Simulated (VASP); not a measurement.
Here is a VASP 6.6.1 calculation.

File INCAR:

```
AGGAC = 1.0
AGGAX = 1.0
ALDAC = 0.0
ALDAX = 1.0
ALGO = Normal
EDIFF = 1E-7
EDIFFG = -0.01
ENCUT = 600
GGA = B5
IBRION = 2
ISIF = 3
ISMEAR = -1
LASPH = T
LCHARG = F
LREAL = F
LWAVE = F
NELM = 60
NSW = 60
PREC = Accurate
SIGMA = 0.05
```

Contents of KPOINTS:

```
k-points
0
Gamma
  11 11 6
```

File POSCAR:

```
Ru
1.0
    2.7058000000      0.0000000000      0.0000000000
   -1.3529000000      2.3432915376      0.0000000000
    0.0000000000      0.0000000000      4.2819000000
Ru
2
Direct
    0.6666666667      0.3333333333      0.7500000000
    0.3333333333      0.6666666667      0.2500000000
```

Potentials or basis: VASP PAW PBE potentials, release 64 (Ru_pv).

Command:

```sh
$ cat potpaw_PBE.64/Ru_pv/POTCAR > POTCAR
$ mpirun -np 1 vasp_std > vasp.out
```

Q: Estimate the band gap on the k mesh.

A: None (metal or under the smearing width).

Q: What does it give for the relaxed cell?

A: a = 2.766 Å, b = 2.766 Å, c = 4.364 Å, α = 90.00°, β = 90.00°, γ = 120.00°.

The path:
| step | energy change (eV) | largest force (eV/Å) | pressure (GPa) | volume (Å³) |
| --- | --- | --- | --- | --- |
| 1 | 0.0000 | 0.0000 | 19.67 | 27.15 |
| 2 | 0.4853 | 0.0000 | -29.62 | 34.24 |
| 3 | -0.1008 | 0.0000 | -1.15 | 29.03 |
| 4 | -0.1013 | 0.0000 | -0.11 | 28.92 |
| 5 | -0.1013 | 0.0000 | 0.22 | 28.88 |
| 6 | -0.1015 | 0.0000 | 0.22 | 28.89 |
| 7 | -0.1015 | 0.0000 | 0.23 | 28.88 |
| 8 | -0.1014 | 0.0000 | -0.42 | 28.95 |
| 9 | -0.1015 | 0.0000 | -0.01 | 28.91 |

Caveat: the PAW data sets were made with another functional, which shifts forces and pressure a little. Zero-point motion and thermal expansion aren't in these numbers.
